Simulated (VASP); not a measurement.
# BN (Qingsongite) (F-43m) in VASP: notebook

The runs below take BN (Qingsongite) through band structure, with PBE, LDA, r2SCAN, TB-mBJ.

All numbers are computed with VASP 6.6.1; they aren't measurements. Logs are shortened: lines on timing, memory, paths and dates and some standing lists are left out, and cuts for length are marked.

**Experimental background.**

A printed reference work, monograph reports, for a bulk crystal of BN at 300 K: band gap 6.4 eV (indirect).

The runs below are set against these values where they give the same quantity.

## Step 1: Starting point

It takes space group F-43m (No. 216, cubic). Conventional cell: a = 3.607 Å, b = 3.607 Å, c = 3.607 Å, α = 90.00°, β = 90.00°, γ = 90.00°. B (site symmetry -43m) is surrounded by 4 N at 1.56 Å. Around N (site symmetry -43m) lie 4 B at 1.56 Å.

## Step 2: Band structure, PBE

File INCAR:

```
PREC = Accurate
ENCUT = 520
EDIFF = 1E-7
ISMEAR = 0
SIGMA = 0.03
LREAL = F
LASPH = T
NELM = 80
ALGO = Normal
ISIF = 2
LWAVE = F
LCHARG = F
GGA = PE
NBANDS = 11
```

File KPOINTS:

```
regular mesh
0
Gamma
  14 14 14
```

File POSCAR:

```
BN                                      
1.0
    0.0000000000      1.8033209052      1.8033209052
    1.8033209052      0.0000000000      1.8033209052
    1.8033209052      1.8033209052      0.0000000000
  B               N             
     1     1
Direct
     0.0000000000000000    0.0000000000000000    0.0000000000000000
     0.2500000000000000    0.2500000000000000    0.2500000000000000
```

File KPOINTS_OPT:

```
explicit points
252
Reciprocal
 0.0000000000  0.0000000000  0.0000000000 1
 0.0357142857  0.0000000000  0.0357142857 1
 0.0714285714  0.0000000000  0.0714285714 1
 0.1071428571  0.0000000000  0.1071428571 1
 0.1428571429  0.0000000000  0.1428571429 1
 0.1785714286  0.0000000000  0.1785714286 1
[... 244 lines left out ...]
 0.5071195300  0.0142390700  0.5071195300 1
 0.4928804700 -0.0142390700  0.4928804700 1
```

Potentials or basis: VASP PAW PBE potentials, release 64 (B, N).

On the command line:

```bash
cat potpaw_PBE.64/B/POTCAR potpaw_PBE.64/N/POTCAR > POTCAR
mpirun -np 1 vasp_std > vasp.out
```

OUTCAR:

```text
PREC = Accurate
   ENCUT = 520
   EDIFF = 1E-7
   ISMEAR = 0
   LREAL = F
   LASPH = T
   NELM = 80
   ISIF = 2
   GGA = PE

 ion  position               nearest neighbor table
   1  0.000  0.000  0.000-   2 1.56   2 1.56   2 1.56   2 1.56
   2  0.250  0.250  0.250-   1 1.56   1 1.56   1 1.56   1 1.56

  LATTYP: Found a face centered cubic cell.
 ALAT       =     3.6066418104

  Lattice vectors:

 A1 = (   0.0000000000,   1.8033209052,   1.8033209052)
 A2 = (   1.8033209052,   0.0000000000,   1.8033209052)
 A3 = (   1.8033209052,   1.8033209052,   0.0000000000)

Analysis of symmetry for initial positions (statically):
=====================================================================
 Subroutine PRICEL returns:
 Original cell was already a primitive cell.

 Routine SETGRP: Setting up the symmetry group for a
 face centered cubic supercell.

 Subroutine GETGRP returns: Found 24 space group operations
 (whereof 24 operations were pure point group operations)
 out of a pool of 48 trial point group operations.

The static configuration has the point symmetry T_d .

Analysis of symmetry for dynamics (positions and initial velocities):
=====================================================================
 Subroutine PRICEL returns:
 Original cell was already a primitive cell.

 Routine SETGRP: Setting up the symmetry group for a
 face centered cubic supercell.

 Subroutine GETGRP returns: Found 24 space group operations
 (whereof 24 operations were pure point group operations)
 out of a pool of 48 trial point group operations.

The dynamic configuration has the point symmetry T_d .

 Subroutine INISYM returns: Found 24 space group operations
 (whereof 24 operations are pure point group operations),
 and found     1 'primitive' translations

----------------------------------------------------------------------------------------

                                     Primitive cell

  volume of cell :      11.7287

  direct lattice vectors                    reciprocal lattice vectors
     0.000000000  1.803320905  1.803320905    -0.277266236  0.277266236  0.277266236
     1.803320905  0.000000000  1.803320905     0.277266236 -0.277266236  0.277266236
     1.803320905  1.803320905  0.000000000     0.277266236  0.277266236 -0.277266236

  length of vectors
     2.550280881  2.550280881  2.550280881     0.480239208  0.480239208  0.480239208

  position of ions in fractional coordinates (direct lattice)
     0.000000000  0.000000000  0.000000000
     0.250000000  0.250000000  0.250000000

  ion indices of the primitive-cell ions
   primitive index   ion index
                 1           1
                 2           2

----------------------------------------------------------------------------------------

 KPOINTS: regular mesh

Automatic generation of k-mesh.
 Grid dimensions read from file:
 generate k-points for:   14   14   14

 Generating k-lattice:

  Cartesian coordinates                     Fractional coordinates (reciprocal lattice)
    -0.019804731  0.019804731  0.019804731     0.071428571  0.000000000  0.000000000
     0.019804731 -0.019804731  0.019804731     0.000000000  0.071428571  0.000000000
     0.019804731  0.019804731 -0.019804731     0.000000000  0.000000000  0.071428571

  Length of vectors
     0.034302801  0.034302801  0.034302801

  Shift w.r.t. Gamma in fractional coordinates (k-lattice)
     0.000000000  0.000000000  0.000000000

 Subroutine IBZKPT returns following result:
 ===========================================

 Found    104 irreducible k-points:

 Following reciprocal coordinates:
            Coordinates               Weight
  0.000000  0.000000  0.000000      1.000000
  0.071429  0.000000  0.000000      8.000000
  0.142857  0.000000  0.000000      8.000000
  0.214286  0.000000  0.000000      8.000000
  0.285714  0.000000  0.000000      8.000000
  0.357143  0.000000  0.000000      8.000000
[... 16 lines left out ...]
  0.214286  0.142857  0.000000     24.000000
  0.285714  0.142857  0.000000     24.000000
 [... further k-points ...]
[... 48 lines left out ...]
      8      17.9513      0.00000
      9      32.3719      0.00000
     10      35.3419      0.00000
     11      35.3419      0.00000

 k-point     2 :       0.0714    0.0000    0.0000
  band No.  band energies     occupation
      1     -12.6962      2.00000
      2       6.8004      2.00000
      3       7.3529      2.00000
      4       7.3529      2.00000
      5      16.5147      0.00000
      6      16.5481      0.00000
      7      16.5481      0.00000
      8      18.3646      0.00000
      9      32.2104      0.00000
     10      33.4236      0.00000
     11      33.4236      0.00000

 k-point     3 :       0.1429    0.0000    0.0000
  band No.  band energies     occupation
      1     -12.3245      2.00000
      2       5.1301      2.00000
      3       7.0053      2.00000
      4       7.0053      2.00000
      5      16.8008      0.00000
      6      17.0614      0.00000
      7      17.0614      0.00000
      8      19.4200      0.00000
      9      31.7600      0.00000
     10      31.8946      0.00000
     11      31.8946      0.00000

 k-point     4 :       0.2143    0.0000    0.0000
  band No.  band energies     occupation
      1     -11.7176      2.00000
      2       3.0566      2.00000
      3       6.5691      2.00000
      4       6.5691      2.00000
      5      17.0761      0.00000
      6      17.6365      0.00000
      7      17.6365      0.00000
      8      20.6180      0.00000
      9      31.1733      0.00000
     10      31.1733      0.00000
     11      31.2326      0.00000
[... 239 lines left out ...]
 k-point    22 :       0.1429    0.1429    0.0000
  band No.  band energies     occupation
      1     -12.1597      2.00000
      2       5.9013      2.00000
      3       6.0976      2.00000
      4       6.0976      2.00000
      5      15.5109      0.00000
      6      18.2841      0.00000
      7      18.2841      0.00000
      8      19.3028      0.00000
      9      27.6605      0.00000
     10      33.7321      0.00000
     11      36.2762      0.00000

 k-point    23 :       0.2143    0.1429    0.0000
  band No.  band energies     occupation
      1     -11.7142      2.00000
      2       4.3489      2.00000
      3       5.5649      2.00000
      4       5.9712      2.00000
      5      15.4455      0.00000
      6      18.8647      0.00000
      7      19.0861      0.00000
      8      19.8650      0.00000
      9      26.7668      0.00000
     10      33.9717      0.00000
     11      35.4808      0.00000

 k-point    24 :       0.2857    0.1429    0.0000
  band No.  band energies     occupation
      1     -11.0452      2.00000
      2       2.4285      2.00000
      3       5.1262      2.00000
      4       5.6209      2.00000
      5      15.7681      0.00000
      6      19.2262      0.00000
      7      19.6966      0.00000
      8      20.3864      0.00000
      9      26.9074      0.00000
     10      33.8940      0.00000
     11      34.9811      0.00000

 [... further k-points ...]

------------------------ aborting loop because EDIFF is reached ----------------------------------------

  FORCE on cell =-STRESS in cart. coord.  units (eV):
  Direction    XX          YY          ZZ          XY          YZ          ZX
  --------------------------------------------------------------------------------------
  -------------------------------------------------------------------------------------
  Total        0.4394440      0.4394440      0.4394440      0.0000000      0.0000000      0.0000000
  in kB       60.0295500     60.0295500     60.0295500      0.0000000      0.0000000      0.0000000
  external PRESSURE =      60.0295500 kB  Pullay stress =       0.0000000 kB

 VOLUME and BASIS-vectors are now :
 -----------------------------------------------------------------------------
  energy-cutoff  :      520.00
  volume of cell :       11.73
      direct lattice vectors                 reciprocal lattice vectors
     0.000000000  1.803320905  1.803320905    -0.277266236  0.277266236  0.277266236
     1.803320905  0.000000000  1.803320905     0.277266236 -0.277266236  0.277266236
     1.803320905  1.803320905  0.000000000     0.277266236  0.277266236 -0.277266236

 POSITION                                       TOTAL-FORCE (eV/Angst)
 -----------------------------------------------------------------------------------
      0.00000      0.00000      0.00000         0.000000      0.000000     -0.000000
      0.90166      0.90166      0.90166        -0.000000     -0.000000      0.000000
 -----------------------------------------------------------------------------------
    total drift:                                0.000000      0.000000      0.000000

  FREE ENERGIE OF THE ION-ELECTRON SYSTEM (eV)
  ---------------------------------------------------
  free  energy   TOTEN  =       -17.4472970623 eV

  energy  without entropy=      -17.4472970623  energy(sigma->0) =      -17.44729706
```

Run time: 25 s. Hardware: 1 thread of Intel Xeon Platinum 8488C (Sapphire Rapids), shared host; peak memory 0.13 GiB.

What came out:

```
Free energy             : -17.4473 eV
Pressure                : 6.0 GPa
Band gap on the k mesh  : 4.47 eV, indirect (least direct gap 8.85 eV)
Band gap along the path : 4.47 eV, indirect (least direct gap 8.85 eV)
```

Levels at the corners of the path, in eV from the valence-band top:
```tsv
point	band 1	band 2	band 3	band 4	band 5	band 6	band 7	band 8
Γ	-20.31	0.00	0.00	0.00	8.85	8.85	8.85	10.46
X	-14.68	-8.96	-4.94	-4.94	4.47	9.27	18.03	18.03
X	-14.68	-8.96	-4.94	-4.94	4.47	9.27	18.03	18.03
W	-14.37	-7.62	-7.02	-6.56	9.63	13.39	14.55	14.77
W	-14.37	-7.62	-7.02	-6.56	9.63	13.39	14.55	14.77
K	-14.60	-8.16	-7.72	-4.11	6.93	12.94	15.91	16.79
K	-14.60	-8.16	-7.72	-4.11	6.93	12.94	15.91	16.79
Γ	-20.31	0.00	0.00	0.00	8.85	8.85	8.85	10.46
Γ	-20.31	0.00	0.00	0.00	8.85	8.85	8.85	10.46
L	-16.06	-10.75	-1.95	-1.95	10.24	10.74	10.74	15.33
L	-16.06	-10.75	-1.95	-1.95	10.24	10.74	10.74	15.33
U	-14.60	-8.16	-7.72	-4.11	6.93	12.94	15.91	16.79
U	-14.60	-8.16	-7.72	-4.11	6.93	12.94	15.91	16.79
W	-14.37	-7.62	-7.02	-6.56	9.63	13.39	14.55	14.77
W	-14.37	-7.62	-7.02	-6.56	9.63	13.39	14.55	14.77
L	-16.06	-10.75	-1.95	-1.95	10.24	10.74	10.74	15.33
L	-16.06	-10.75	-1.95	-1.95	10.24	10.74	10.74	15.33
K	-14.60	-8.16	-7.72	-4.11	6.93	12.94	15.91	16.79
U	-14.60	-8.16	-7.72	-4.11	6.93	12.94	15.91	16.79
X	-14.68	-8.96	-4.94	-4.94	4.47	9.27	18.03	18.03
```

## Step 3: Band structure, LDA

INCAR, as its differences from that of step 2:

```diff
@@ -12,3 +12,2 @@
 LCHARG = F
-GGA = PE
 NBANDS = 11
```

KPOINTS is that of step 2.

POSCAR is that of step 2.

KPOINTS_OPT is that of step 2.

Potentials or basis: VASP PAW LDA potentials, release 64 (B, N).

On the command line:

```bash
cat potpaw_LDA.64/B/POTCAR potpaw_LDA.64/N/POTCAR > POTCAR
mpirun -np 1 vasp_std > vasp.out
```

It took 27 s on 1 thread of Intel Xeon Platinum 8488C (Sapphire Rapids), shared host; peak memory 0.13 GiB.

Results (log left out):

- Free energy: -19.4089 eV
- Pressure: -7.5 GPa
- Band gap on the k mesh: 4.35 eV, indirect (least direct gap 8.72 eV)
- Band gap along the path: 4.35 eV, indirect (least direct gap 8.72 eV)

Levels at the corners of the path, in eV from the valence-band top:
```
point  band 1  band 2  band 3  band 4  band 5  band 6  band 7  band 8
    Γ  -20.15    0.00    0.00    0.00    8.72    8.72    8.72   10.55
    X  -14.44   -8.93   -4.96   -4.96    4.35    9.18   17.81   17.81
    X  -14.44   -8.93   -4.96   -4.96    4.35    9.18   17.81   17.81
    W  -14.11   -7.54   -7.08   -6.62    9.46   13.31   14.29   14.77
    W  -14.11   -7.54   -7.08   -6.62    9.46   13.31   14.29   14.77
    K  -14.34   -8.11   -7.79   -4.13    6.81   12.83   15.72   16.64
    K  -14.34   -8.11   -7.79   -4.13    6.81   12.83   15.72   16.64
    Γ  -20.15    0.00    0.00    0.00    8.72    8.72    8.72   10.55
    Γ  -20.15    0.00    0.00    0.00    8.72    8.72    8.72   10.55
    L  -15.83  -10.78   -1.96   -1.96   10.30   10.60   10.60   15.09
    L  -15.83  -10.78   -1.96   -1.96   10.30   10.60   10.60   15.09
    U  -14.34   -8.11   -7.79   -4.13    6.81   12.83   15.72   16.64
    U  -14.34   -8.11   -7.79   -4.13    6.81   12.83   15.72   16.64
    W  -14.11   -7.54   -7.08   -6.62    9.46   13.31   14.29   14.77
    W  -14.11   -7.54   -7.08   -6.62    9.46   13.31   14.29   14.77
    L  -15.83  -10.78   -1.96   -1.96   10.30   10.60   10.60   15.09
    L  -15.83  -10.78   -1.96   -1.96   10.30   10.60   10.60   15.09
    K  -14.34   -8.11   -7.79   -4.13    6.81   12.83   15.72   16.64
    U  -14.34   -8.11   -7.79   -4.13    6.81   12.83   15.72   16.64
    X  -14.44   -8.93   -4.96   -4.96    4.35    9.18   17.81   17.81
```

## Step 4: Band structure, r2SCAN

INCAR, as its differences from that of step 3:

```diff
@@ -12,2 +12,4 @@
 LCHARG = F
+METAGGA = R2SCAN
+LMIXTAU = T
 NBANDS = 11
```

KPOINTS is that of step 3.

POSCAR is that of step 3.

KPOINTS_OPT is that of step 3.

Potentials or basis: VASP PAW PBE potentials, release 64 (B, N).

On the command line:

```bash
cat potpaw_PBE.64/B/POTCAR potpaw_PBE.64/N/POTCAR > POTCAR
mpirun -np 1 vasp_std > vasp.out
```

Wall time 1.9 min (1 thread of Intel Xeon Platinum 8488C (Sapphire Rapids), shared host); peak memory 0.13 GiB.

The run converged. Its results:

```
Free energy             : -19.1712 eV
Pressure                : 2.1 GPa
Band gap on the k mesh  : 4.98 eV, indirect (least direct gap 9.56 eV)
Band gap along the path : 4.98 eV, indirect (least direct gap 9.56 eV)
```

Levels at the corners of the path, in eV from the valence-band top:
| point | band 2 | band 3 | band 4 | band 5 | band 6 | band 7 |
| --- | --- | --- | --- | --- | --- | --- |
| Γ | 0.00 | 0.00 | 0.00 | 9.56 | 9.56 | 9.56 |
| X | -9.37 | -5.13 | -5.13 | 4.98 | 9.86 | 19.37 |
| X | -9.37 | -5.13 | -5.13 | 4.98 | 9.86 | 19.37 |
| W | -8.00 | -7.27 | -6.73 | 10.36 | 14.34 | 15.51 |
| W | -8.00 | -7.27 | -6.73 | 10.36 | 14.34 | 15.51 |
| K | -8.55 | -7.96 | -4.27 | 7.52 | 13.75 | 17.05 |
| K | -8.55 | -7.96 | -4.27 | 7.52 | 13.75 | 17.05 |
| Γ | 0.00 | 0.00 | 0.00 | 9.56 | 9.56 | 9.56 |
| Γ | 0.00 | 0.00 | 0.00 | 9.56 | 9.56 | 9.56 |
| L | -11.15 | -2.03 | -2.03 | 10.88 | 11.51 | 11.51 |
| L | -11.15 | -2.03 | -2.03 | 10.88 | 11.51 | 11.51 |
| U | -8.55 | -7.96 | -4.27 | 7.52 | 13.75 | 17.05 |
| U | -8.55 | -7.96 | -4.27 | 7.52 | 13.75 | 17.05 |
| W | -8.00 | -7.27 | -6.73 | 10.36 | 14.34 | 15.51 |
| W | -8.00 | -7.27 | -6.73 | 10.36 | 14.34 | 15.51 |
| L | -11.15 | -2.03 | -2.03 | 10.88 | 11.51 | 11.51 |
| L | -11.15 | -2.03 | -2.03 | 10.88 | 11.51 | 11.51 |
| K | -8.55 | -7.96 | -4.27 | 7.52 | 13.75 | 17.05 |
| U | -8.55 | -7.96 | -4.27 | 7.52 | 13.75 | 17.05 |
| X | -9.37 | -5.13 | -5.13 | 4.98 | 9.86 | 19.37 |

Caveat: the PAW data sets were made with another functional, which shifts forces and pressure a little.

## Step 5: Band structure, TB-mBJ

POSCAR is that of step 4.

File INCAR.step1:

```
PREC = Accurate
ENCUT = 520
EDIFF = 1E-5
ISMEAR = 0
SIGMA = 0.03
LREAL = F
LASPH = T
NELM = 80
ALGO = Normal
ISIF = 2
LWAVE = T
LCHARG = F
NBANDS = 11
GGA = PE
```

File INCAR.step2:

```
PREC = Accurate
ENCUT = 520
EDIFF = 1E-7
ISMEAR = 0
SIGMA = 0.03
LREAL = F
LASPH = T
NELM = 80
ALGO = Normal
ISIF = 2
LWAVE = F
LCHARG = F
METAGGA = MBJ
NBANDS = 11
ISTART = 1
```

KPOINTS is that of step 4.

KPOINTS_OPT is that of step 4.

On the command line:

```bash
cat potpaw_PBE.64/B/POTCAR potpaw_PBE.64/N/POTCAR > POTCAR
cp INCAR.step1 INCAR
mpirun -np 1 vasp_std > vasp.out
cp INCAR.step2 INCAR
mpirun -np 1 vasp_std > vasp.out
```

Wall time 68 s (1 thread of Intel Xeon Platinum 8488C (Sapphire Rapids), shared host); peak memory 0.13 GiB.

Results (log left out):

```yaml
Band_gap_on_the_k_mesh: 5.80 eV, indirect (least direct gap 10.33 eV)
Band_gap_along_the_path: 5.80 eV, indirect (least direct gap 10.33 eV)
```

Levels at the corners of the path, in eV from the valence-band top:
| point | band 1 | band 2 | band 3 | band 4 | band 5 | band 6 | band 7 | band 8 | band 9 |
| --- | --- | --- | --- | --- | --- | --- | --- | --- | --- |
| Γ | -20.70 | 0.00 | 0.00 | 0.00 | 10.33 | 10.33 | 10.33 | 11.59 | 26.60 |
| X | -15.40 | -8.84 | -4.71 | -4.71 | 5.80 | 10.20 | 20.36 | 20.36 | 23.01 |
| X | -15.40 | -8.84 | -4.71 | -4.71 | 5.80 | 10.20 | 20.36 | 20.36 | 23.01 |
| W | -15.17 | -7.60 | -6.67 | -6.09 | 10.94 | 15.07 | 15.90 | 16.02 | 21.60 |
| W | -15.17 | -7.60 | -6.67 | -6.09 | 10.94 | 15.07 | 15.90 | 16.02 | 21.60 |
| K | -15.37 | -8.08 | -7.28 | -3.90 | 8.20 | 14.08 | 17.88 | 18.91 | 20.31 |
| K | -15.37 | -8.08 | -7.28 | -3.90 | 8.20 | 14.08 | 17.88 | 18.91 | 20.31 |
| Γ | -20.70 | 0.00 | 0.00 | 0.00 | 10.33 | 10.33 | 10.33 | 11.59 | 26.60 |
| Γ | -20.70 | 0.00 | 0.00 | 0.00 | 10.33 | 10.33 | 10.33 | 11.59 | 26.60 |
| L | -16.73 | -10.39 | -1.85 | -1.85 | 11.15 | 12.18 | 12.18 | 17.36 | 25.61 |
| L | -16.73 | -10.39 | -1.85 | -1.85 | 11.15 | 12.18 | 12.18 | 17.36 | 25.61 |
| U | -15.37 | -8.08 | -7.28 | -3.90 | 8.20 | 14.08 | 17.88 | 18.91 | 20.31 |
| U | -15.37 | -8.08 | -7.28 | -3.90 | 8.20 | 14.08 | 17.88 | 18.91 | 20.31 |
| W | -15.17 | -7.60 | -6.67 | -6.09 | 10.94 | 15.07 | 15.90 | 16.02 | 21.60 |
| W | -15.17 | -7.60 | -6.67 | -6.09 | 10.94 | 15.07 | 15.90 | 16.02 | 21.60 |
| L | -16.73 | -10.39 | -1.85 | -1.85 | 11.15 | 12.18 | 12.18 | 17.36 | 25.61 |
| L | -16.73 | -10.39 | -1.85 | -1.85 | 11.15 | 12.18 | 12.18 | 17.36 | 25.61 |
| K | -15.37 | -8.08 | -7.28 | -3.90 | 8.20 | 14.08 | 17.88 | 18.91 | 20.31 |
| U | -15.37 | -8.08 | -7.28 | -3.90 | 8.20 | 14.08 | 17.88 | 18.91 | 20.31 |
| X | -15.40 | -8.84 | -4.71 | -4.71 | 5.80 | 10.20 | 20.36 | 20.36 | 23.01 |

Caveat: the PAW data sets were made with another functional, which shifts forces and pressure a little.

## Step 6: Summary

| level | potentials or basis | gap on the mesh (eV) | pressure (GPa) |
| --- | --- | --- | --- |
| PBE | VASP PAW PBE potentials, release 64 (B, N) | 4.47 | 6.0 |
| LDA | VASP PAW LDA potentials, release 64 (B, N) | 4.35 | -7.5 |
| r2SCAN | VASP PAW PBE potentials, release 64 (B, N) | 4.98 | 2.1 |
| TB-mBJ | VASP PAW PBE potentials, release 64 (B, N) | 5.80 | - |

Alike in all rows: task band structure; no spin polarisation; cell as given; k mesh 14 × 14 × 14; cutoff (eV) 520; smearing gaussian 0.03 eV.

Caveats: the PAW data sets were made with another functional, which shifts forces and pressure a little (some runs).

Absolute energies hang on the potentials; compare differences alone.

## Step 7: Against experiment

Step 2. A measured gap of BN is 6.4 eV (indirect; 300 K; a printed reference work, monograph); the calculated 4.47 eV misses it by -1.93 eV. The value is that of PBE, without temperature or zero-point motion. Semilocal functionals fall short of measured gaps as a rule.

Step 3. Measured gap of BN: 6.4 eV (indirect; 300 K; a printed reference work, monograph). This calculation gives 4.35 eV (-2.05 eV). The value is that of LDA, without temperature or zero-point motion. Semilocal functionals fall short of measured gaps as a rule.

Step 4. Against the measured gap of BN, 6.4 eV (indirect; 300 K; a printed reference work, monograph), the calculated 4.98 eV is off by -1.42 eV. The value is that of r2SCAN, without temperature or zero-point motion.

Step 5. Against the measured gap of BN, 6.4 eV (indirect; 300 K; a printed reference work, monograph), the calculated 5.80 eV is off by -0.60 eV. The value is that of TB-mBJ, without temperature or zero-point motion.
